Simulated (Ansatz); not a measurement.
# ZnSe: the cost of one run

Computed with Ansatz 0.2.0 through its Python package. The levels of theory stand in the script.

**1. The structure**

Symmetry: P4/nmm, No. 129, tetragonal system. Conventional cell: a = 4.108 Å, b = 4.108 Å, c = 6.070 Å, α = 90.00°, β = 90.00°, γ = 90.00°. Zn (site symmetry -4m2) is surrounded by 4 Se at 2.54 Å and 4 Zn at 2.90 Å. Se (site symmetry 4mm) has 4 Zn at 2.54 Å as nearest neighbours.

The script holds or builds the structure itself.

**2. The code**

The input, soc_znse.py:

```python
import ansatz

znse = (
    ansatz.Lattice.from_parameters(4.107702, 4.107702, 6.07035, alpha=90, beta=90, gamma=90)
    .space_group(129, hermann_mauguin='P4/nmm', origin_choice=1)
    .atom('Zn', (0.0, 0.0, 0.0))
    .atom('Se', (0.0, 0.5, 0.24628))
)

setup = (
    znse.calculation()
    .basis(550)
    .kpoints(6, 6, 4)
    .functional('pbesol')
    .occupations('Fixed')
    .band_table()
)
for label, variant in (('scalar-relativistic', setup), ('spin-orbit', setup.spin(soc=True))):
    summary = variant.run(threads=1, backend='cpu').report
    zero = summary['band_edges_ev'][0] if summary.get('band_edges_ev') else summary['fermi_energy_ev']
    near = [round(e - zero, 3) for e in summary['eigenvalues_ev'][0] if abs(e - zero) < 3]
    print(label)
    print('  band edges (eV):', [round(e, 3) for e in summary.get('band_edges_ev') or []] or 'none reported')
    print('  levels at k =', summary['kpoints_frac'][0], 'within 3 eV of the zero:', near)
```

**3. The calls as engine input**

The engine receives this input (first run):

```yaml
crystal:
  lattice:
    a: 4.107702
    b: 4.107702
    c: 6.07035
    alpha: 90.0
    beta: 90.0
    gamma: 90.0
  space_group: 129
  setting:
    hermann_mauguin: P4/nmm
    origin_choice: 1
  atoms:
    - { symbol: Zn, position: [0.0, 0.0, 0.0] }
    - { symbol: Se, position: [0.0, 0.5, 0.24628] }
basis:
  ecutwfc: 550.0
kpoints:
  mp_grid:
    grid: [6, 6, 4]
hamiltonian:
  xc: pbesol
scf:
  occupations:
    method: fixed
output:
  eigenvalues: true
```

**4. The run**

On the command line:

```bash
> python soc_znse.py
```

Q: Estimate wall time and peak memory on 1 thread of Arm Neoverse V1, shared host.

About 72 s, with a peak of 0.93 GiB.
